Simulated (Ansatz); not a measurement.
Wanted: the native input for an Ansatz 0.2.0 run.

| Quantity | Value |
| --- | --- |
| Task | band structure |
| Functional | PBEsol |
| Potentials or basis | Ansatz PAW |
| Cutoff | 420 eV (not typed: the program's choice for these potentials) |
| k mesh | 9 × 6 × 4 |
| Occupations | fermi-dirac, width 0.05 eV |
| Spin | no spin polarisation |
| Path | [["X", "G", "Y"], ["L", "G", "Z"], ["N", "G", "M"], ["R", "G"]] |
| Points for each segment of the path | 10 |

TiO2:

```
Ti O
1.0
     2.96826    0.00000    0.00000
     0.00021    4.70761    0.00000
     1.48357    0.24235    7.08346
Ti O
3 6
Cartesian
  0.0111 0.0020 0.0050
  1.4933 2.3377 2.2452
  2.9797 2.6161 4.8486
  1.4969 0.9041 0.9105
  2.9795 1.5111 3.2009
  1.4967 1.6498 5.7110
  2.9804 3.3042 1.3825
  1.4963 3.4427 3.8925
  2.9811 4.0496 6.1826
```

The cell comes from a database or a generator and needn't be the stable form of this composition.

One way to write it, as run:

input.yaml

```yaml
crystal:
  lattice:
    - [2.9682645463, 0.0, 0.0]
    - [0.0002080834, 4.7076067549, 0.0]
    - [1.4835696211, 0.242353462, 7.0834647979]
  atoms:
    - { symbol: Ti, position: [0.00337187, 0.00038881, 0.00070319] }
    - { symbol: Ti, position: [0.34464021, 0.48025965, 0.31695987] }
    - { symbol: Ti, position: [0.66170814, 0.52047436, 0.68449636] }
    - { symbol: O, position: [0.44003816, 0.18543769, 0.1285388] }
    - { symbol: O, position: [0.77792634, 0.29772875, 0.45187807] }
    - { symbol: O, position: [0.10123624, 0.30895342, 0.80624322] }
    - { symbol: O, position: [0.90649721, 0.69183699, 0.19517157] }
    - { symbol: O, position: [0.22940715, 0.70300728, 0.54951473] }
    - { symbol: O, position: [0.56802567, 0.81530006, 0.87282718] }
hamiltonian:
  xc: pbesol
  pseudopotentials: { kind: paw }
kpoints:
  mp_grid: { grid: [9, 6, 4] }
  band_path:
    path:
      - [[0.0, 0.0, 0.5], [0.0, 0.0, 0.0], [0.0, 0.5, 0.0]]
      - [[0.0, 0.5, 0.5], [0.0, 0.0, 0.0], [-0.5, -0.5, -0.5]]
      - [[-0.5, -0.5, 0.0], [0.0, 0.0, 0.0], [-0.5, 0.0, -0.5]]
      - [[-0.5, 0.0, 0.0], [0.0, 0.0, 0.0]]
    npoints: 10
scf:
  occupations: { method: fermi_dirac, width: 0.05 }
  n_extra_bands: 22
output:
  forces: true
  stress: true
  eigenvalues: true
  fatbands: false
  write_density: true
  write_potential: true
  elf: true
  volumetric_format: npy
```

Potentials or basis: Ansatz PAW.

The run is started by

```bash
$ ansatz run input.yaml --threads 4 --pin off --max-ram 11264MiB --backend cpu --events-out ev --progress --plain --runs-dir out
```

Results of the run:

```yaml
Pressure: -2.8 GPa
Largest_force: 0.187 eV/Å
Band_gap_on_the_k_mesh: 2.24 eV, indirect (least direct gap 2.30 eV)
Band_gap_along_the_path: 2.23 eV, indirect (least direct gap 2.28 eV)
```

Caveat: the pressure holds a Pulay correction of +0.8 GPa for the finite cutoff; the PAW data sets come from PBE, with cores solved anew for the run's functional, which leaves a small shift of forces and pressure.

It took 24 s on 4 threads of Arm Neoverse V2, on a shared host, peak memory 0.78 GiB.
